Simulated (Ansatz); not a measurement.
Take GeO$_{2}$ in the rutile structure (space group P4_2/mnm, No. 136; a = 4.411 Å, c = 2.870 Å) as the base. Axes: x, y, z lie along a, b, c of the conventional cell.

Method: Kohn–Sham DFT with the r2SCAN functional, run in Ansatz (a quantum-chemistry and plane-wave program) with PAW and 500 eV plane waves, no spin-orbit coupling.

For the base:

Gap character: direct at Γ
Hole mass: 1.7 mₑ along c, 1.1 mₑ across (at Γ)

One thing is altered: strain tensor (xx, yy, zz, yz, xz, xy) = (−1.71, +0.39, +0.07, −1.52, −0.14, −0.37) %, atoms relaxed at fixed cell.

Question: How does this affect the gap character, hole mass, largest internal atomic displacement and stress?

Answer: The gap character is still direct at Γ; the hole mass becomes 1.4 mₑ along x, 0.95 mₑ along y, 1.8 mₑ along z (at Γ) (base: 1.7 mₑ along c, 1.1 mₑ across (at Γ)); the largest internal atomic displacement is 0.028 Å; the stress (xx, yy, zz, yz, xz, xy; compression positive) is (5.10, 2.15, 2.11, 4.97, 0.48, 2.03) GPa.

Effective masses come from finite differences of ±0.01 Å⁻¹. No phonon test of stability was made. Labels are those of the standard path for the cell's own space group.
